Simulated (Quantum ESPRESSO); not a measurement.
Sb: phonon spectrum and thermodynamics under several settings

```
Sb
1.0
     2.15420    1.24373    3.75800
    -2.15420    1.24373    3.75800
     0.00000   -2.48746    3.75800
Sb
2
Direct
  0.76651 0.76651 0.76651
  0.23349 0.23349 0.23349
```

All runs used Quantum ESPRESSO 7.5; relaxed cell; no spin polarisation; cutoff 612 eV; occupations methfessel-paxton, width 0.272 eV; q mesh 2 × 2 × 2.

```csv
level,potentials,k mesh (s: shifted),volume (Å³/atom),highest frequency (cm⁻¹),zero-point energy (meV/atom),entropy at room temperature (k_B/atom)
PBEsol,GBRV 1.5 PBEsol,4 × 4 × 4,30.28,160,18.1,5.72
PBE,GBRV 1.5 PBE,6 × 6 × 6,?,?,?,?
```

Task: What stands in the row left open?

Result: Volume 32.04 Å³/atom; highest frequency 162 cm⁻¹; zero-point energy 18.0 meV/atom; entropy at room temperature 5.65 k_B/atom.

Caveats: some runs use coarse meshes; the mesh is thin for the phonons of a metal; the layers were relaxed without a dispersion term, so their spacing and the soft interlayer modes are unreliable; λ from interpolated matrix elements is rough: modes that symmetry makes equal can differ by tens of percent; this smearing can shift energies of a crystal with a gap (some runs).

For the row left open. Caveat: the k mesh is coarse; the mesh is thin for the phonons of a metal; the layers were relaxed without a dispersion term, so their spacing and the soft interlayer modes are unreliable; λ from interpolated matrix elements is rough: modes that symmetry makes equal can differ by tens of percent; the q mesh is small, so phonon branches between its points and thermal values are rough.
